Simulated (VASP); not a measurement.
# Pt (P6_3/mmc) in VASP: further runs

Runs on Pt. Level: PBE+D3(BJ). Tasks: single point, relaxation of cell and atoms.

Program: VASP 6.6.1. These are calculated values, not measurements. Logs are shortened: lines on timing, memory, paths and dates and some standing lists are left out, and cuts for length are marked.

## 1. Starting point

It takes space group P6_3/mmc (No. 194, hexagonal). The conventional cell has a = 2.734 Å, b = 2.734 Å, c = 4.716 Å, α = 90.00°, β = 90.00°, γ = 120.00°. Around Pt (site symmetry -6m2) lie 12 Pt at 2.73 to 2.84 Å.

This isn't the form of Pt at room conditions, which is fcc.

## 2. Single point, PBE+D3(BJ)

INCAR

```
ALGO = Normal
EDIFF = 1E-7
ENCUT = 520
GGA = PE
ISIF = 2
ISMEAR = 0
IVDW = 12
LASPH = T
LCHARG = F
LREAL = F
LWAVE = F
NBANDS = 17
NELM = 100
PREC = Accurate
SIGMA = 0.1
```

KPOINTS

```
k-points
0
Gamma
  18 18 10
```

POSCAR

```
Pt
1.0
    2.7337176345      0.0000000000      0.0000000000
   -1.3668588173      2.3674689183      0.0000000000
    0.0000000000      0.0000000000      4.7155044974
Pt
2
Direct
    0.6666666667      0.3333333333      0.7500000000
    0.3333333333      0.6666666667      0.2500000000
```

Potentials or basis: VASP PAW PBE potentials, release 64 (Pt).

Command:

```console
cat potpaw_PBE.64/Pt/POTCAR > POTCAR
mpirun -np 1 vasp_std > vasp.out
```

OUTCAR:

```text
EDIFF = 1E-7
   ENCUT = 520
   GGA = PE
   ISIF = 2
   ISMEAR = 0
   IVDW = 12
   LASPH = T
   LREAL = F
   NELM = 100
   PREC = Accurate
 IVDW          = 12

 ion  position               nearest neighbor table
   1  0.667  0.333  0.750-   2 2.84   2 2.84   2 2.84   2 2.84   2 2.84   2 2.84
   2  0.333  0.667  0.250-   1 2.84   1 2.84   1 2.84   1 2.84   1 2.84   1 2.84

  LATTYP: Found a hexagonal cell.
 ALAT       =     2.7337176345
 C/A-ratio  =     1.7249420488

  Lattice vectors:

 A1 = (   2.7337176345,   0.0000000000,   0.0000000000)
 A2 = (  -1.3668588173,   2.3674689183,   0.0000000000)
 A3 = (   0.0000000000,   0.0000000000,   4.7155044974)

Analysis of symmetry for initial positions (statically):
=====================================================================
 Subroutine PRICEL returns:
 Original cell was already a primitive cell.

 Routine SETGRP: Setting up the symmetry group for a
 hexagonal supercell.

 Subroutine GETGRP returns: Found 24 space group operations
 (whereof 12 operations were pure point group operations)
 out of a pool of 24 trial point group operations.

The static configuration has the point symmetry D_3d.
 The point group associated with its full space group is D_6h.

Analysis of symmetry for dynamics (positions and initial velocities):
=====================================================================
 Subroutine PRICEL returns:
 Original cell was already a primitive cell.

 Routine SETGRP: Setting up the symmetry group for a
 hexagonal supercell.

 Subroutine GETGRP returns: Found 24 space group operations
 (whereof 12 operations were pure point group operations)
 out of a pool of 24 trial point group operations.

The dynamic configuration has the point symmetry D_3d.
 The point group associated with its full space group is D_6h.

 Subroutine INISYM returns: Found 24 space group operations
 (whereof 12 operations are pure point group operations),
 and found     1 'primitive' translations

----------------------------------------------------------------------------------------

                                     Primitive cell

  volume of cell :      30.5187

  direct lattice vectors                    reciprocal lattice vectors
     2.733717635  0.000000000  0.000000000     0.365802227  0.211196015  0.000000000
    -1.366858817  2.367468918  0.000000000     0.000000000  0.422392029  0.000000000
     0.000000000  0.000000000  4.715504497     0.000000000  0.000000000  0.212066387

  length of vectors
     2.733717635  2.733717635  4.715504497     0.422392029  0.422392029  0.212066387

  position of ions in fractional coordinates (direct lattice)
     0.666666667  0.333333333  0.750000000
     0.333333333  0.666666667  0.250000000

  ion indices of the primitive-cell ions
   primitive index   ion index
                 1           1
                 2           2

----------------------------------------------------------------------------------------

 KPOINTS: k-points

Automatic generation of k-mesh.
 Grid dimensions read from file:
 generate k-points for:   18   18   10

 Generating k-lattice:

  Cartesian coordinates                     Fractional coordinates (reciprocal lattice)
     0.020322346  0.011733112  0.000000000     0.055555556  0.000000000  0.000000000
     0.000000000  0.023466224  0.000000000     0.000000000  0.055555556  0.000000000
     0.000000000  0.000000000  0.021206639     0.000000000  0.000000000  0.100000000

  Length of vectors
     0.023466224  0.023466224  0.021206639

  Shift w.r.t. Gamma in fractional coordinates (k-lattice)
     0.000000000  0.000000000  0.000000000

 Subroutine IBZKPT returns following result:
 ===========================================

 Found    222 irreducible k-points:

 Following reciprocal coordinates:
            Coordinates               Weight
  0.000000  0.000000  0.000000      1.000000
  0.055556  0.000000  0.000000      6.000000
  0.111111  0.000000  0.000000      6.000000
  0.166667  0.000000  0.000000      6.000000
  0.222222  0.000000  0.000000      6.000000
  0.277778  0.000000  0.000000      6.000000
[... 16 lines left out ...]
  0.333333  0.111111  0.000000     12.000000
  0.388889  0.111111  0.000000     12.000000
 [... further k-points ...]
   k-points           NKPTS =    222   k-points in BZ     NKDIM =    222   number of bands    NBANDS=     17
   number of dos      NEDOS =    301   number of ions     NIONS =      2
   total plane-waves  NPLWV =  14400
   dimension x,y,z NGX =    20 NGY =   20 NGZ =   36
   dimension x,y,z NGXF=    40 NGYF=   40 NGZF=   72
   ions per type =               2
   NGX,Y,Z   is equivalent  to a cutoff of  12.16, 12.16, 12.69 a.u.
   NGXF,Y,Z  is equivalent  to a cutoff of  24.33, 24.33, 25.38 a.u.
 SYSTEM =  unknown system
   PREC   = accura    normal or accurate (medium, high low for compatibility)
   ISTART =      0    job   : 0-new  1-cont  2-samecut
   ICHARG =      2    charge: 1-file 2-atom 10-const
   ISPIN  =      1    spin polarized calculation?
   LNONCOLLINEAR =      F non collinear calculations
   LSORBIT =      F    spin-orbit coupling
   LASPH  =      T    aspherical Exc in radial PAW
   ENCUT  =  520.0 eV  38.22 Ry    6.18 a.u.   5.08  5.08  8.77*2*pi/ulx,y,z
   NELM   =    100;   NELMIN=  2; NELMDL= -5     # of ELM steps
   EDIFF  = 0.1E-06   stopping-criterion for ELM
   LREAL  =      F    real-space projection
   EDIFFG = 0.1E-05   stopping-criterion for IOM
   NSW    =      0    number of steps for IOM
   IBRION =     -1    ionic relax: 0-MD 1-quasi-New 2-CG
   NFREE  =      0    steps in history (QN), initial steepest desc. (CG)
   ISIF   =      2    stress and relaxation
   ISYM   =      2    0-nonsym 1-usesym 2-fastsym
   POTIM  = 0.5000    time-step for ionic-motion
   TEBEG  =    0.0;   TEEND  =   0.0 temperature during run
   PSTRESS=    0.0 pullay stress
   NELECT =      20.0000    total number of electrons
   NUPDOWN=      -1.0000    fix difference up-down
   EMIN   =  10.00;   EMAX   =-10.00  energy-range for DOS
   EFERMI =   0.00;   METHOD = LEGACY
   ISMEAR =     0;   SIGMA  =   0.10  broadening in eV -4-tet -1-fermi 0-gaus
   EFERMI_NEDOS =   21; number of points for ismear=-14 and -15
   IALGO  =     38    algorithm
   IMIX   =      4    mixing-type and parameters
     AMIX     =   0.40;   BMIX     =  1.00
     AMIX_MAG =   1.60;   BMIX_MAG =  1.00
  volume/ion in A,a.u.               =      15.26       102.98
  Fermi-wavevector in a.u.,A,eV,Ry     =   1.421989  2.687169 27.511684  2.022052
  Thomas-Fermi vector in A             =   2.542740
   LORBIT       =      0    0 simple, 1 ext, 2 COOP (PROOUT), +10 PAW based schemes
   GGA     = PE    functional components
   LHFCALC =     F    Hartree Fock is set to
   AEXX    =    0.0000 exact exchange contribution
   IVDW    =    12    specifies the selected vdW correction
   LEPSILON=     F    determine dielectric tensor
   LRPA    =     F    only Hartree local field effects (RPA)
 non-spin polarized calculation
 Gauss-broadening in eV      SIGMA  =   0.10
  energy-cutoff  :      520.00
  volume of cell :       30.52
 maximum number of plane-waves:       845
   NGX = 11   NGY = 11   NGZ = 17

 number of electron      20.0000000 magnetization

 Free energy of the ion-electron system (eV)
  ---------------------------------------------------
  ext. energy  EPLUGINS =         0.00000000
  ---------------------------------------------------
  free energy    TOTEN  =       -12.06699927 eV

  energy without entropy =      -12.04816219  energy(sigma->0) =      -12.05758073

 E-fermi :  11.0114     XC(G=0): -13.4157

 val. band max:       11.0112566891   @ k =   0.2222   0.1667   0.4000
 cond. band min:      11.0133891394   @ k =   0.3889   0.1667   0.1000
 fundamental gap:      0.0021324503
 Fermi energy:        11.0113950600

 k-point     1 :       0.0000    0.0000    0.0000
  band No.  band energies     occupation
      1       0.9520      2.00000
      2       3.6465      2.00000
      3       6.9074      2.00000
      4       7.4063      2.00000
      5       7.4063      2.00000
      6       7.8033      2.00000
[... 9 lines left out ...]
     16      28.3105      0.00000
     17      32.3657      0.00000

 k-point     2 :       0.0556    0.0000    0.0000
  band No.  band energies     occupation
      1       1.0676      2.00000
      2       3.7532      2.00000
      3       6.8919      2.00000
      4       7.4044      2.00000
      5       7.4959      2.00000
      6       7.7445      2.00000
[... 9 lines left out ...]
     16      28.4770      0.00000
     17      31.6408      0.00000

 k-point     3 :       0.1111    0.0000    0.0000
  band No.  band energies     occupation
      1       1.4055      2.00000
      2       4.0540      2.00000
      3       6.7892      2.00000
      4       7.4339      2.00000
      5       7.6386      2.00000
      6       7.7600      2.00000
[... 9 lines left out ...]
     16      28.7408      0.00000
     17      30.5665      0.00000

 k-point     4 :       0.1667    0.0000    0.0000
  band No.  band energies     occupation
      1       1.9370      2.00000
      2       4.4741      2.00000
      3       6.6189      2.00000
      4       7.2731      2.00000
      5       7.5025      2.00000
      6       7.8427      2.00000
[... 9 lines left out ...]
     16      28.7441      0.00000
     17      29.1964      0.00000

 k-point     5 :       0.2222    0.0000    0.0000
  band No.  band energies     occupation
      1       2.6035      2.00000
      2       4.8236      2.00000
      3       6.5839      2.00000
      4       6.7734      2.00000
      5       7.0642      2.00000
      6       8.2995      2.00000
[... 9 lines left out ...]
     16      27.7893      0.00000
     17      29.4558      0.00000

 k-point     6 :       0.2778    0.0000    0.0000
  band No.  band energies     occupation
      1       3.2985      2.00000
      2       4.8741      2.00000
      3       6.1583      2.00000
      4       6.7892      2.00000
      5       7.0715      2.00000
      6       8.1174      2.00000
[... 9 lines left out ...]
     16      26.6953      0.00000
     17      29.2273      0.00000

 k-point     7 :       0.3333    0.0000    0.0000
  band No.  band energies     occupation
      1       3.8622      2.00000
      2       4.7136      2.00000
      3       5.6698      2.00000
      4       6.9608      2.00000
      5       7.5275      2.00000
      6       7.8591      2.00000
[... 9 lines left out ...]
     16      25.8545      0.00000
     17      26.7612      0.00000

 k-point     8 :       0.3889    0.0000    0.0000
  band No.  band energies     occupation
      1       4.1750      2.00000
      2       4.5276      2.00000
      3       5.3157      2.00000
      4       7.3095      2.00000
      5       7.6589      2.00000
      6       7.8102      2.00000
[... 9 lines left out ...]
     16      24.2492      0.00000
     17      25.1609      0.00000
[... 203 lines left out ...]
      1       2.2482      2.00000
      2       4.7390      2.00000
      3       6.4300      2.00000
      4       7.2241      2.00000
      5       7.2691      2.00000
      6       7.7617      2.00000
[... 9 lines left out ...]
     16      28.5099      0.00000
     17      28.8346      0.00000

 k-point    20 :       0.1667    0.1111    0.0000
  band No.  band energies     occupation
      1       2.9075      2.00000
      2       5.1414      2.00000
      3       6.2508      2.00000
      4       6.6304      2.00000
      5       7.1108      2.00000
      6       7.8491      2.00000
[... 9 lines left out ...]
     16      27.8268      0.00000
     17      29.1776      0.00000

 k-point    21 :       0.2222    0.1111    0.0000
  band No.  band energies     occupation
      1       3.6155      2.00000
      2       5.2278      2.00000
      3       6.1033      2.00000
      4       6.3730      2.00000
      5       7.1019      2.00000
      6       7.6156      2.00000
[... 9 lines left out ...]
     16      26.9413      0.00000
     17      29.2453      0.00000

 k-point    22 :       0.2778    0.1111    0.0000
  band No.  band energies     occupation
      1       4.2112      2.00000
      2       5.0440      2.00000
      3       5.6738      2.00000
      4       6.6854      2.00000
      5       7.3869      2.00000
      6       7.4580      2.00000
[... 9 lines left out ...]
     16      26.1814      0.00000
     17      27.1860      0.00000

 k-point    23 :       0.3333    0.1111    0.0000
  band No.  band energies     occupation
      1       4.5448      2.00000
      2       4.8429      2.00000
      3       5.3581      2.00000
      4       7.1140      2.00000
      5       7.3829      2.00000
      6       7.7717      2.00000
[... 9 lines left out ...]
     16      25.0999      0.00000
     17      25.5420      0.00000

 k-point    24 :       0.3889    0.1111    0.0000
  band No.  band energies     occupation
      1       4.6364      2.00000
      2       4.7296      2.00000
      3       5.1653      2.00000
      4       7.3927      2.00000
      5       7.5881      2.00000
      6       7.6614      2.00000
[... 9 lines left out ...]
     16      23.5109      0.00000
     17      25.0410      0.00000

 [... further k-points ...]

------------------------ aborting loop because EDIFF is reached ----------------------------------------

 Edisp (eV)   -1.53962

 E8    (eV) :    -0.7059

  FORCE on cell =-STRESS in cart. coord.  units (eV):
  Direction    XX          YY          ZZ          XY          YZ          ZX
  --------------------------------------------------------------------------------------
  -------------------------------------------------------------------------------------
  Total      -0.09472    -0.09472    -0.11693     0.00000     0.00000     0.00000
  in kB      -4.97261    -4.97261    -6.13851     0.00000     0.00000     0.00000
  external pressure =       -5.36 kB  Pullay stress =        0.00 kB

 VOLUME and BASIS-vectors are now :
 -----------------------------------------------------------------------------
  energy-cutoff  :      520.00
  volume of cell :       30.52
      direct lattice vectors                 reciprocal lattice vectors
     2.733717635  0.000000000  0.000000000     0.365802227  0.211196015  0.000000000
    -1.366858817  2.367468918  0.000000000     0.000000000  0.422392029  0.000000000
     0.000000000  0.000000000  4.715504497     0.000000000  0.000000000  0.212066387

 POSITION                                       TOTAL-FORCE (eV/Angst)
 -----------------------------------------------------------------------------------
      1.36686      0.78916      3.53663        -0.000000      0.000000      0.000000
     -0.00000      1.57831      1.17888         0.000000     -0.000000      0.000000
 -----------------------------------------------------------------------------------
    total drift:                                0.000000     -0.000000      0.000000

  FREE ENERGIE OF THE ION-ELECTRON SYSTEM (eV)
  ---------------------------------------------------
  free  energy   TOTEN  =       -13.6066229483 eV

  energy  without entropy=      -13.5877858683  energy(sigma->0) =      -13.59720441
```

It took 47 s on 1 thread of Intel Xeon 6975P-C (Granite Rapids), shared host; peak memory 0.22 GiB.

What came out:

```
Free energy                : -13.6066 eV
Pressure                   : -0.5 GPa
Band gap on the k mesh     : none (metal or under the smearing width)
Dispersion energy per atom : -0.770 eV
```

Levels at points of the mesh, in eV from the Fermi level:
| k point | band 7 | band 8 | band 9 | band 10 | band 11 | band 12 | band 13 | band 14 |
| --- | --- | --- | --- | --- | --- | --- | --- | --- |
| (0.00, 0.00, 0.00) | -3.21 | -1.94 | -1.94 | -0.82 | -0.23 | -0.23 | 4.99 | 15.03 |
| (0.50, 0.00, 0.00) | -2.77 | 0.03 | 0.29 | 0.51 | 2.33 | 3.85 | 7.46 | 9.05 |
| (0.00, 0.00, 0.50) | -3.60 | -3.60 | -0.84 | -0.84 | -0.84 | -0.84 | 12.29 | 12.29 |
| (0.50, 0.00, 0.50) | -0.92 | -0.92 | 0.42 | 0.42 | 1.70 | 1.70 | 6.70 | 6.70 |

Caveat: pairwise dispersion overbinds metals, which lowers pressure and volume. The run has no spin-orbit coupling, so splittings on Pt are missing.

(Part 1 of 2 ends here.)
